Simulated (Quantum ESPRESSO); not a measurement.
Crystal: Se.

```
Se
1.0
     4.36620    0.00000    0.00000
    -2.18310    3.78124    0.00000
     0.00000    0.00000    4.95360
Se
3
Direct
  0.77460 0.77460 0.00000
  0.00000 0.22540 0.66667
  0.22540 0.00000 0.33333
```

```yaml
Program: Quantum ESPRESSO 7.5
Task: single point
Functional: PBE
Potentials_or_basis: SSSP 1.3 efficiency PBE
Cutoff: 748 eV
Density_cutoff: 5987 eV
k_mesh: 7 × 7 × 6
Occupations: fermi-dirac, width 0.05 eV
Spin: no spin polarisation
```

On this cell: pressure 2.8 GPa; largest force 0.409 eV/Å; band gap on the k mesh 1.22 eV, indirect (least direct gap 1.48 eV).

The same run follows on a disturbed copy (atoms moved at random, drawn with an rms of 0.05 Å):

```
Se
1.0
     4.36620    0.00000    0.00000
    -2.18310    3.78124    0.00000
     0.00000    0.00000    4.95360
Se
3
Direct
  0.77894 0.77804 0.00263
  0.00918 0.23606 0.65783
  0.22781 0.00178 0.32738
```

What changes?

The energy moves by +3.6 meV/atom; pressure 2.6 GPa; largest force 0.634 eV/Å; band gap on the k mesh 0.92 eV, indirect (least direct gap 1.32 eV).

Forces in eV/Å, atoms in the order of the input:
```
Se  -0.307 -0.213 -0.512
Se  -0.211  0.115  0.332
Se   0.519  0.098  0.179
```

Stress tensor (GPa, compression positive):
```
2.59 0.25 0.51
0.25 1.37 1.34
0.51 1.34 3.71
```

Caveats: an odd mesh through Γ misses points on the zone boundary, where band edges often lie.
